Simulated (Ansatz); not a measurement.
# Moving the starting magnetic order in MnSb

The structure is hexagonal, space group P6_3/mmc (No. 194). Conventional cell: a = 4.150 Å, b = 4.150 Å, c = 5.780 Å, α = 90.00°, β = 90.00°, γ = 120.00°. Around Sb (site symmetry -6m2) lie 6 Mn at 2.80 Å. Mn (site symmetry -3m) has 6 Sb at 2.80 Å and 2 Mn at 2.89 Å as nearest neighbours.

Kept alike: task single point; functional PBEsol; k mesh 7 × 7 × 5; occupations fermi-dirac, width 0.05 eV. Program: Ansatz, Ansatz PAW, cutoff 420 eV. The mesh is that of the run's cell of 4 atoms. No spin-orbit coupling.

| starting magnetic order | largest site moment (μB) | moment of the cell (μB) | free energy over the lowest row (meV/atom) |
| --- | --- | --- | --- |
| ferromagnetic start, larger moments | 3.42 | 6.70 | 0.00 |
| fm | 3.42 | 6.70 | 0.00 |
| random | 3.42 | 6.70 | 0.00 |
| spin off | 0.00 | 0.00 | 482.26 |

For a metal such a mesh leaves the last digits unconverged. Moments of the cell are magnitudes, and a label names the start alone. The runs hold the magnetic state that their start led to, which needn't be the lowest. The row without spin has no moments by construction. Site moments count inside each atom's sphere or projector. All rows use potentials made for PBE.

Question: What does the starting magnetic order change here?

Answer: The largest site moment runs from 0.00 (spin off) to 3.42 μB (ferromagnetic start, larger moments; fm; random). The moment of the cell runs from 0.00 (spin off) to 6.70 μB (ferromagnetic start, larger moments; fm; random). The free energy is lowest at ferromagnetic start, larger moments; fm; random, and 482.26 meV an atom higher at spin off. Starts that end at one energy have found one state: ferromagnetic start, larger moments; fm; random.
